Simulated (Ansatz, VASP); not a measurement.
## As: VASP beside Ansatz

Wanted: the spread between two codes on one cell, functional and k mesh. The cell is taken from a series of runs on this material, whose earlier steps may have relaxed, scaled, displaced or heated it; both programs get it as it stands.

Program: Ansatz 0.2.0. Level of theory: plane waves, with VASP 6.6.1 beside it; single point at HSE06. Results are calculated unless marked as measured.

## Step 1: The structure

The cell holds 4 atoms: 4 As. Cell: a = 4.175 Å, b = 3.758 Å, c = 28.000 Å, α = 90.0°, β = 90.0°, γ = 90.0°. Vacuum lies along c.

## Step 2: VASP: single point, HSE06

A single point gives forces, pressure and levels at one fixed geometry, so differences don't come from the geometry; what else differs is listed under the comparison.

Lines of VASP's logs that name or quote its potential files are left out, and so is its time.

The run reads the wave functions of an earlier VASP run, which isn't shown here.

Contents of INCAR:

```
SYSTEM = As
PREC = Accurate
ENCUT = 400
EDIFF = 1E-06
NELM = 100
ISMEAR = -1
SIGMA = 0.03
LREAL = .FALSE.
ALGO = Normal
LHFCALC = .TRUE.
AEXX = 0.25
GGA = PE
HFSCREEN = 0.208
LASPH = .TRUE.
NBANDS = 16
PRECFOCK = Fast
LORBIT = 11
LWAVE = .FALSE.
LCHARG = .FALSE.
NCORE = 8
ISIF = 2
LDIPOL = .TRUE.
IDIPOL = 3
DIPOL = 0.5 0.5 0.5
LVHAR = .TRUE.
```

Contents of POSCAR:

```
As
1.0
    4.1751185737      0.0000000000      0.0000000000
    0.0000000000      3.7577730701      0.0000000000
    0.0000000000      0.0000000000     28.0000000000
As
4
Direct
    0.0515937423      0.0000000000      0.5426571205
    0.4484062577      0.5000000000      0.5426571205
    0.5515937423      0.5000000000      0.4573428795
    0.9484062577      0.0000000000      0.4573428795
```

Contents of KPOINTS:

```
Automatic mesh
0
Gamma
2 4 1
0 0 0
```

PAW data sets: As (PBE family, release 64).

Command:

```sh
$ mpirun -np 8 vasp_std
```

Numbers of over 12 decimals in the logs are rounded to 6 here.

The log of the run:

```text
[banner, memory and clock lines left out]
running    8 mpi-ranks, on    1 nodes
 distrk:  each k-point on    8 cores,    1 groups
 distr:  one band on    8 cores,    1 groups

 POSCAR found type information on POSCAR As
 POSCAR found :  1 types and       4 ions
|                                                                             |
|           W    W    AA    RRRRR   N    N  II  N    N   GGGG   !!!           |
|           W    W   A  A   R    R  NN   N  II  NN   N  G    G  !!!           |
|           W    W  A    A  R    R  N N  N  II  N N  N  G       !!!           |
|           W WW W  AAAAAA  RRRRR   N  N N  II  N  N N  G  GGG   !            |
|           WW  WW  A    A  R   R   N   NN  II  N   NN  G    G                |
|           W    W  A    A  R    R  N    N  II  N    N   GGGG   !!!           |
|                                                                             |
|     For optimal performance we recommend to set                             |
|       NCORE = 2 up to number-of-cores-per-socket                            |
|     NCORE specifies how many cores store one orbital (NPAR=cpu/NCORE).      |
|     This setting can greatly improve the performance of VASP for DFT.       |
|     The default, NCORE=1 might be grossly inefficient on modern             |
|     multi-core architectures or massively parallel machines. Do your        |
|     Unfortunately you need to use the default for GW and RPA                |
|     calculations (for HF NCORE is supported but not extensively tested      |
|     yet).                                                                   |
|                                                                             |

 LDA part: xc-table for (Slater+PW92), standard interpolation
 found WAVECAR, reading the header
 POSCAR, INCAR and KPOINTS ok, starting setup
 FFT: planning ... GRIDC
 FFT: planning ... GRID_SOFT
 FFT: planning ... GRID
 reading WAVECAR
 the WAVECAR file was read successfully
 initial charge from wavefunction
 entering main loop
       N       E                     dE             d eps       ncg     rms          rms(c)
DAV:   1    -0.222647093673E+02   -0.22265E+02   -0.11903E+00   208   0.772E+00    0.340E+00
DAV:   2    -0.222717176200E+02   -0.70083E-02   -0.33084E-02   208   0.898E-01    0.223E+00
DAV:   3    -0.222686481648E+02    0.30695E-02   -0.28930E-03   224   0.287E-01    0.130E+00
DAV:   4    -0.222675857290E+02    0.10624E-02   -0.93557E-04   232   0.164E-01    0.727E-01
DAV:   5    -0.222672839201E+02    0.30181E-03   -0.27549E-04   224   0.895E-02    0.401E-01
DAV:   6    -0.222671988723E+02    0.85048E-04   -0.65640E-05   216   0.448E-02    0.223E-01
DAV:   7    -0.222671761512E+02    0.22721E-04   -0.17019E-05   224   0.234E-02    0.124E-01
DAV:   8    -0.222671717088E+02    0.44424E-05   -0.51705E-06   232   0.133E-02    0.687E-02
DAV:   9    -0.222671721882E+02   -0.47936E-06   -0.16027E-06   184   0.774E-03
   1 F= -.22267172E+02 E0= -.22267172E+02  d E =-.491619E-08
```

OUTCAR, selected parts (step 2):

```text
ion  position               nearest neighbor table
   1  0.052  0.000  0.543-   4 2.43   2 2.50   2 2.50
   2  0.448  0.500  0.543-   3 2.43   1 2.50   1 2.50
   3  0.552  0.500  0.457-   2 2.43   4 2.50   4 2.50
   4  0.948  0.000  0.457-   1 2.43   3 2.50   3 2.50

  LATTYP: Found a simple orthorhombic cell.
 ALAT       =     3.7577730701
 B/A-ratio  =     1.1110619231
 C/A-ratio  =     7.4512216352

 Subroutine GETGRP returns: Found  8 space group operations
 (whereof  4 operations were pure point group operations)

The static configuration has the point symmetry C_2h.
 The point group associated with its full space group is D_2h.

 Found      6 irreducible k-points:

   k-points           NKPTS =      6   k-points in BZ     NKDIM =      8   number of bands    NBANDS=     16

   dimension x,y,z NGX =    28 NGY =   28 NGZ =  192
   dimension x,y,z NGXF=    56 NGYF=   56 NGZF=  384

   ENCUT  =  400.0 eV  29.40 Ry    5.42 a.u.   6.81  6.13 45.66*2*pi/ulx,y,z

   NELECT =      20.0000    total number of electrons

 k-points in reciprocal lattice and weights: Automatic mesh
   0.00000000  0.00000000  0.00000000       0.125
   0.50000000  0.00000000  0.00000000       0.125
   0.00000000  0.25000000  0.00000000       0.250
   0.50000000  0.25000000  0.00000000       0.250
   0.00000000  0.50000000  0.00000000       0.125
   0.50000000  0.50000000  0.00000000       0.125

  exchange ACFDT corr.  =         0.00000000  see jH, gK, PRB 81, 115126

 dipolmoment           0.000000      0.000000     -0.000000 electrons x Angstroem

 average (electrostatic) potential at core
       1 -53.7069       2 -53.7069       3 -53.7069       4 -53.7069

 E-fermi :  -2.2230

 k-point     1 :       0.0000    0.0000    0.0000
  band No.  band energies     occupation
    ...
      6      -7.2836      2.00000
      7      -6.7289      2.00000
      8      -4.8625      2.00000
      9      -4.6609      2.00000
     10      -2.7591      2.00000
     11      -1.6869      0.00000
     12      -0.2444      0.00000
     13       0.6878      0.00000
     14       1.4931      0.00000
     15       1.7610      0.00000
    ...

 k-point     2 :       0.5000    0.0000    0.0000
  band No.  band energies     occupation
    ...
      6      -6.0741      2.00000
      7      -5.0128      2.00000
      8      -5.0128      2.00000
      9      -3.3682      2.00000
     10      -3.3682      2.00000
     11      -0.7324      0.00000
     12      -0.7324      0.00000
     13      -0.1748      0.00000
     14      -0.1748      0.00000
     15       0.7614      0.00000
    ...

 k-point     3 :       0.0000    0.2500    0.0000
  band No.  band energies     occupation
    ...
      6      -6.7903      2.00000
      7      -6.6181      2.00000
      8      -4.5859      2.00000
      9      -4.3907      2.00000
     10      -3.6132      2.00000
     11      -1.0615      0.00000
     12      -0.6046      0.00000
     13       0.1710      0.00000
     14       1.7505      0.00000
     15       1.7581      0.00000
    ...

  Total        2.4698448      1.1929440     -1.3380169      0.0000000      0.0000000      0.0000000
  in kB        9.0078853      4.3508413     -4.8799433      0.0000000      0.0000000      0.0000000
  external PRESSURE =       2.8262611 kB  Pullay stress =       0.0000000 kB

  energy-cutoff  :      400.00
  volume of cell :      439.30
      direct lattice vectors                 reciprocal lattice vectors
     4.175118574  0.000000000  0.000000000     0.239514156  0.000000000  0.000000000
     0.000000000  3.757773070  0.000000000     0.000000000  0.266115058  0.000000000
     0.000000000  0.000000000 28.000000000     0.000000000  0.000000000  0.035714286

 POSITION                                       TOTAL-FORCE (eV/Angst)
 -----------------------------------------------------------------------------------
      0.21541      0.00000     15.19440         0.160022      0.000000     -0.275759
      1.87215      1.87889     15.19440        -0.160022      0.000000     -0.275759
      2.30297      1.87889     12.80560         0.160022     -0.000000      0.275759
      3.95971      0.00000     12.80560        -0.160022      0.000000      0.275759
 -----------------------------------------------------------------------------------
    total drift:                               -0.000000     -0.000000     -0.000000

  FREE ENERGIE OF THE ION-ELECTRON SYSTEM (eV)
  ---------------------------------------------------
  free  energy   TOTEN  =       -22.2671721882 eV

  energy  without entropy=      -22.2671721833  energy(sigma->0) =      -22.26717219

 vacuum level on the upper side and lower side of the slab         1.799         1.799

 total charge
# of ion       s       p       d       tot
------------------------------------------
    1        1.313   1.403   0.052   2.768
    2        1.313   1.403   0.052   2.768
    3        1.313   1.403   0.052   2.768
    4        1.313   1.403   0.052   2.768
--------------------------------------------------
tot          5.251   5.613   0.209  11.072

[... 3 further parts left out ...]
```

The k-mesh is coarse for exact exchange; levels may shift by about 0.1 eV on a finer one.

## Step 3: Ansatz: single point, HSE06

Ansatz runs on its PAW soft_1 files.

The same cell, functional, mesh and smearing now go to Ansatz, which takes its cutoff from its data sets.

Contents of input.yaml:

```yaml
crystal:
  lattice:
    - [4.1751185737, 0.0, 0.0]
    - [0.0, 3.7577730701, 0.0]
    - [0.0, 0.0, 28.0]
  atoms:
    - { symbol: As, position: [0.0515937423, 0.0, 0.5426571205] }
    - { symbol: As, position: [0.4484062577, 0.5, 0.5426571205] }
    - { symbol: As, position: [0.5515937423, 0.5, 0.4573428795] }
    - { symbol: As, position: [0.9484062577, 0.0, 0.4573428795] }
  periodic: [true, true, false]
kpoints:
  mp_grid: { grid: [2, 4, 1] }
hamiltonian:
  xc: hse06
  pseudopotentials: { kind: paw, azcp: { folder: soft_1 } }
scf:
  occupations: { method: fermi_dirac, width: 0.03 }
  n_extra_bands: 5
output:
  eigenvalues: true
```

Command:

```sh
$ ansatz run input.yaml --threads 4 --pin off --max-ram 17510MiB --backend cpu --events-out ev --progress --plain --runs-dir out
```

The log of the run:

```text
scf.n_extra_bands = 5 over 30 filled bands (N_el = 60.0): the run solves 35 bands
exact exchange: scf.exx.singularity resolves to wigner_seitz, which cuts the screened interaction at the faces of the exchange supercell's Wigner-Seitz cell, so that each pair interacts once, at the shortest of its separations (the periodic images that this leaves out come, for a point-like exchange hole, to about 0.012 eV on a filled level). The cut falls within the interaction's reach, and what an exchange supercel [...]
Engine: ansatz 0.2.0, aarch64-unknown-linux-gnu
Pseudopotentials: kind: paw
Pseudopotential: As, paw, valence charge 15, recommended cutoff 420 eV (normal), soft_1/As.paw.azcp
Functional definition: HSE06
  parameter a = 0.25
  parameter omega = 0.11/bohr
  exchange = pbe_x - a*pbe_x_sr(omega) + a*exact_x_sr(omega)
  correlation = pbe_c
Crystal: 4 atoms, lattice volume = 439.296 Å³
Basis set: ecut = 420 eV, 8597 PW (Γ)
Bands: 35, of which v1, the nominal top of the filled ones, is band 30 counted from 1 (29 counted from 0)
Symmetry: 8 space group operations
Space group: Pmna (ITA 53), of the structure as read, at distance tolerance 7.6e-5 Å
k-points: 6 of 8
Non-local potential: As, projectors of the file, l = 0: 2, l = 1: 2, l = 2: 3, l = 3: 1
PAW form: soft (Blöchl's): semilocal exchange-correlation on the pseudo side does not see the compensation charge
PAW frozen core: As, regenerated for the run's functional, and the local potential with it (the file was generated under x = pbe(κ = 0.804, μ = 0.219515), c = pbe(β = 0.066725))
PAW one-centre angular grid: As, 590 points (default); XC on 64 Gauss nodes
Initial density: superposition of atomic densities (neutral atoms: chi_scale 0, normalization atom)
Initial wavefunctions: pseudopotential atomic-orbital guess
Functional: x = pbe(κ = 0.804, μ = 0.219515), c = pbe(β = 0.066725), warm-up for x = pbe(κ = 0.804, μ = 0.219515) + 0.25 (exact − pbe) at short range (hse, ω = 0.207870 Å⁻¹), c = pbe(β = 0.066725); HSE06 as pw.x's `hse` composes it (authors' and Libxc's form: `xc: wpbeh`)
iter 1 solved again at ethr=6.47e-4 eV; its pass at ethr=1.00e-1 eV (dr2=3.88e-1 eV) is discarded
SCF iter   1: F=—  HF=-19424.409636 eV  |F-HF|=—  |Δ(HF+E_count)|=         —  Δρ=1.20e-2  dr2=5.80e-1  ethr=6.47e-4  ⟨swp⟩=7.5  Hψ=1233  notcnv=0
eigensolver tolerance schedule calibrated: the retry pair's looser diagonalisation under-reported the residual by θ = 0.33 (0.15/decade); ethr = c·dr2/N_el runs at the constant in force after the calibration composes with the one it found (an armed cap, an earlier calibration), c = 4.4e-2
preconditioner: auto → none  [insulator: Δε(μ)=0.656 eV  Ē_g=8.978 eV  σ=0.030 eV  W_gap=1.00  n_scr=56 (ndim 8)  ℏωp=7.9 eV  f_vac=0.759  D(μ)=0.00/eV (n_scr^D=0)]
SCF iter   2: F=—  HF=-19424.324819 eV  |F-HF|=—  |Δ(HF+E_count)|=   8.48e-2  Δρ=5.96e-3  dr2=1.20e-1  ethr=4.24e-4  ⟨swp⟩=5.3  Hψ=510  notcnv=0  defer=2
SCF iter   3: F=—  HF=-19424.326910 eV  |F-HF|=—  |Δ(HF+E_count)|=   2.09e-3  Δρ=2.13e-3  dr2=6.58e-2  ethr=8.81e-5  ⟨swp⟩=5.3  Hψ=588  notcnv=0  defer=1
iter 4 solved again at ethr=3.53e-7 eV; its pass at ethr=4.82e-5 eV (dr2=4.83e-4 eV) is discarded
SCF iter   4: F=—  HF=-19424.310389 eV  |F-HF|=—  |Δ(HF+E_count)|=   1.65e-2  Δρ=5.92e-4  dr2=5.30e-4  ethr=3.53e-7  ⟨swp⟩=4.5  Hψ=1254  notcnv=0  defer=1
SCF iter   5: F=—  HF=-19424.310451 eV  |F-HF|=—  |Δ(HF+E_count)|=   6.25e-5  Δρ=8.20e-5  dr2=4.70e-5  ethr=3.53e-7  ⟨swp⟩=3.8  Hψ=463  notcnv=0  defer=1
SCF iter   6: F=-19424.310432 eV  HF=-19424.310433 eV  |F-HF|=1.53e-6  |Δ(HF+E_count)|=   1.83e-5  Δρ=3.17e-5  dr2=2.60e-6  ethr=3.44e-8  ⟨swp⟩=4.3  Hψ=718  notcnv=0  defer=1
SCF 1 stopped early in 6 iterations: F = -19424.310432 eV  dr2 = 2.60e-6
  greatest PAW one-centre occupation: 0.999 electrons in one spin orbital (limit 2), on the As atom at site 2 (counted from 0), in its partial waves of l = 2
Initial density: handed on by an earlier stage of this run
Initial wavefunctions: those handed on with the density
Functional: x = pbe(κ = 0.804, μ = 0.219515) + 0.25 (exact − pbe) at short range (hse, ω = 0.207870 Å⁻¹), c = pbe(β = 0.066725); HSE06 as pw.x's `hse` composes it (authors' and Libxc's form: `xc: wpbeh`)
Exchange kernel: α = 0.2500, screened, ω = 0.2079 Å⁻¹, Wigner–Seitz truncation, v(0) = 947.9282 eV·Å³, q-mesh 2×4×1, nearest image of the exchange supercell L = 8.35 Å, pair-density grid 20×18×120, without the augmentation charges, whose exchange is taken in its separable form by FFT convolution over the k-point mesh (sized by the pseudopotential files, 30×25×192 at the most), smooth part of the exact exchange by density-matrix convolution
Frozen-core exchange: fock
SCF iter   1: F=—  HF=-19428.793840 eV  |F-HF|=—  |Δ(HF+E_count)|=         —  Δρ=2.66e-3  dr2=1.25e-2  ethr=4.34e-8  ⟨swp⟩=16.7  Hψ=1257  notcnv=2
preconditioner: auto → none  [insulator: Δε(μ)=1.031 eV  Ē_g=10.078 eV  σ=0.030 eV  W_gap=1.00  n_scr=56 (ndim 8)  ℏωp=7.9 eV  f_vac=0.771  D(μ)=0.00/eV (n_scr^D=0)]
SCF iter   2: F=—  HF=-19428.767855 eV  |F-HF|=—  |Δ(HF+E_count)|=   2.60e-2  Δρ=1.02e-3  dr2=3.27e-3  ethr=4.34e-8  ⟨swp⟩=5.3  Hψ=948  notcnv=0
SCF iter   3: F=—  HF=-19428.767220 eV  |F-HF|=—  |Δ(HF+E_count)|=   6.35e-4  Δρ=3.66e-4  dr2=1.80e-3  ethr=4.34e-8  ⟨swp⟩=4.3  Hψ=722  notcnv=0
SCF iter   4: F=—  HF=-19428.782668 eV  |F-HF|=—  |Δ(HF+E_count)|=   1.54e-2  Δρ=3.43e-4  dr2=3.25e-4  ethr=4.34e-8  ⟨swp⟩=5.3  Hψ=844  notcnv=0  defer=1
SCF iter   5: F=—  HF=-19428.782479 eV  |F-HF|=—  |Δ(HF+E_count)|=   1.89e-4  Δρ=2.89e-5  dr2=4.99e-5  ethr=4.34e-8  ⟨swp⟩=4.2  Hψ=733  notcnv=0  defer=1
SCF iter   6: F=-19428.782783 eV  HF=-19428.782790 eV  |F-HF|=6.47e-6  |Δ(HF+E_count)|=   3.10e-4  Δρ=6.01e-5  dr2=1.29e-5  ethr=4.13e-9  ⟨swp⟩=5.0  Hψ=820  notcnv=0  defer=1
SCF 2 stopped early in 6 iterations: F = -19428.782783 eV  dr2 = 1.29e-5
  greatest PAW one-centre occupation: 0.999 electrons in one spin orbital (limit 2), on the As atom at site 3 (counted from 0), in its partial waves of l = 2
hybrid outer 1: dexx = +1.882e-2 eV, tail = 2.12e-4 eV
Exchange kernel: α = 0.2500, screened, ω = 0.2079 Å⁻¹, Wigner–Seitz truncation, v(0) = 947.9282 eV·Å³, q-mesh 2×4×1, nearest image of the exchange supercell L = 8.35 Å, pair-density grid 20×18×120, without the augmentation charges, whose exchange is taken in its separable form by FFT convolution over the k-point mesh (sized by the pseudopotential files, 30×25×192 at the most), smooth part of the exact exchange by density-matrix convolution
Frozen-core exchange: fock
SCF iter   1: F=—  HF=-19428.783747 eV  |F-HF|=—  |Δ(HF+E_count)|=         —  Δρ=3.79e-5  dr2=3.23e-6  ethr=1.77e-6  ⟨swp⟩=6.3  Hψ=446  notcnv=1
preconditioner: auto → none  [insulator: Δε(μ)=1.056 eV  Ē_g=10.093 eV  σ=0.030 eV  W_gap=1.00  n_scr=56 (ndim 8)  ℏωp=7.9 eV  f_vac=0.771  D(μ)=0.00/eV (n_scr^D=0)]
SCF iter   2: F=—  HF=-19428.783751 eV  |F-HF|=—  |Δ(HF+E_count)|=   4.13e-6  Δρ=1.20e-5  dr2=6.52e-7  ethr=4.87e-9  ⟨swp⟩=4.3  Hψ=775  notcnv=0
SCF iter   3: F=—  HF=-19428.783751 eV  |F-HF|=—  |Δ(HF+E_count)|=   2.18e-7  Δρ=5.89e-6  dr2=4.88e-7  ethr=5.82e-10  ⟨swp⟩=4.3  Hψ=713  notcnv=0
SCF iter   4: F=-19428.783753 eV  HF=-19428.783753 eV  |F-HF|=4.75e-8  |Δ(HF+E_count)|=   1.79e-6  Δρ=3.51e-6  dr2=3.48e-8  ethr=2.12e-10  ⟨swp⟩=5.3  Hψ=629  notcnv=0  defer=1
SCF 3 converged in 4 iterations: F = -19428.783753 eV  dr2 = 3.48e-8
hybrid outer 2: dexx = +2.545e-6 eV, tail = 2.76e-7 eV, Δε = 4.01e-3 eV (about 2.80e-4 eV left of the loop's levels)
hybrid SCF converged: 2 outer / 10 inner (+6 warm-up), last move |dexx| = 2.54e-6 eV, tail = 2.76e-7 eV
Stability not checked: this state was not tested for a lower state beside it, because the functional holds exact exchange (a hybrid, or Hartree-Fock), whose exchange loop this test does not read (fock_operator; see scf.lower_state_search)
Free energy (F): -19428.783753 eV
Frozen-core exchange: fock
Harris-Foulkes:  -19428.783753 eV  (|F-HF|=4.75e-8)
Internal energy: -19428.783753 eV  (E = F + TS)
E sigma→0 (E₀):  -19428.783753 eV
Fermi energy:    -4.008656 eV
--- Per-component energies (eV) ---
  E_band       = -1977.988153
  E_kinetic    = 384.596494
  E_local      = -122628.695282  (includes V_loc(G=0)·N_el)
  E_nonlocal   = -1578.143237
  E_hartree    = 61378.878359
  E_xc         = -227.886766
  E_vxc        = -236.637997  (∫ρ·V_xc dr)
  E_exx        = -244.221474  (= α·E_x^exact, valence–valence)
  E_paw        = -7859.765146  (= ΣΔE_a)
  E_vpaw       = -188.436395  (= ΣTr[D̂ρ^β])
  E_aug_tail   = -0.000021  (compensation charges beyond the density's cutoff)
  E_ewald      = 51349.494264
  E_core_change = -3.040946  (= ΣΔE_core)
  E_smearing   = -0.000000  (= −TS)
  E_closure    = -0.000000  (closes the sum)
  Σ components = -19428.783753   (vs F -19428.783753, Δ=1.46e-11)
--- Band table (eV; the first three rows and the last of 6) ---
  k-point 0: bands = [... 26 lower, -8.5118, -6.6452, -6.4360, -4.5369, -3.4805, -2.0288, -1.0796, -0.3368, ... 1 higher]
  k-point 1: bands = [... 26 lower, -8.3991, -6.3638, -6.1748, -5.3955, -2.8526, -2.3907, -1.6121, -0.0349, ... 1 higher]
  k-point 2: bands = [... 26 lower, -6.7871, -6.7871, -6.4912, -6.4912, -2.6471, -2.6471, -2.5098, -2.5098, ... 1 higher]
  k-point 5: bands = [... 26 lower, -9.2344, -9.2344, -6.7336, -6.7336, -1.0610, -1.0610, 1.2678, 1.2678, ... 1 higher]
  the weakly bound empty levels are not read free of the cell's end (exact_exchange)
```

Reading the cycles: dr2 is the Hartree energy of the density residual (eV), the measure of convergence; HF is the Harris–Foulkes estimate of the energy, which meets the free energy F at convergence.

## Step 4: Differences

Known differences besides the potentials themselves: exact exchange at q = 0 is treated differently, which shows on coarse meshes; VASP keeps PBE cores, Ansatz makes them for the functional; Ansatz cuts the interaction across the vacuum, VASP repeats the sheet with a dipole correction; the data sets hold 60 valence electrons in Ansatz (on its PAW soft_1 files) and 20 in VASP; the cutoff is 420 eV in Ansatz and 400 eV in VASP; VASP takes a coarser grid for exact exchange (PRECFOCK = Fast). Total energies have different zeros and are not compared.

Compared:

```
              quantity  Ansatz   VASP  difference
gap on the k mesh (eV)   1.056  1.072      -0.016
```

A gap on the mesh is an upper bound, since the band edges may lie between its points. With vacuum in the cell, a pressure given here is an average over mostly empty space and none of the material.

## Step 5: What came out

| Property | Result |
| --- | --- |
| difference in gap on the k mesh (single point, HSE06) | -0.016 eV |

**Reading.** The difference in gap on the k mesh is -0.016 eV (single point, HSE06), within the 0.08 eV picked in this series as the mark of a large difference. The data sets hold unlike numbers of valence electrons (60 in Ansatz and 20 in VASP), so part of the differences comes from the potentials. Such differences can come from data sets, numerical settings and the points named under the comparisons, not from the functional's error against experiment.

[Lines on the potential files, build, host, timing and source positions are cut from VASP's logs without a mark.]

[Logs are printed without paths, hosts, clocks, repeated set-up lines and the standing remarks that a program may print on its own settings, such as how far it seeks lower states.]

[Hosts, paths, dates, database ids (printed as entryN), source tags and the programs' standing remarks are cut or masked in the printed files.]
